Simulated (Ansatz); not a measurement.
MgF2:
Space group P4₂/mnm (No. 136); a = b = 4.5557 Å, c = 3.0122 Å, α = β = γ = 90.00°

```json
[
 {"atom": "Mg", "site": "2a", "symmetry": "m.mm", "x": "0.0000", "y": "0.0000", "z": "0.0000"},
 {"atom": "F", "site": "4f", "symmetry": "m.2m", "x": "0.3030", "y": "0.3030", "z": "0.0000"}
]
```

Relaxed with LDA.

Problem. Decompose the optical modes at the zone centre into irreducible representations, and say which are infrared and Raman allowed.

Solution. Point group 4/mmm: Γ_opt = A1g + A2g + A2u + B1g + 2B1u + B2g + Eg + 3Eu. Infrared: A2u, Eu. Raman: A1g, B1g, B2g, Eg.

Problem. Assign frequencies (DFPT, the program Ansatz at the LDA level (PAW); without the LO–TO term).

Solution. B1g 75, B1u 201, Eu 236, A2g 288, Eg 304, A2u 423, A1g 425, Eu 425, B1u 447, Eu 478, B2g 525 cm⁻¹.

Subscripts of B labels follow the axes of the standard setting.

Space group P4_2/mnm (rutile). The LDA relaxation kept the symmetry of its start; phonons on a q-mesh show no instability.

Potentials: the later of the program's two PAW sets.
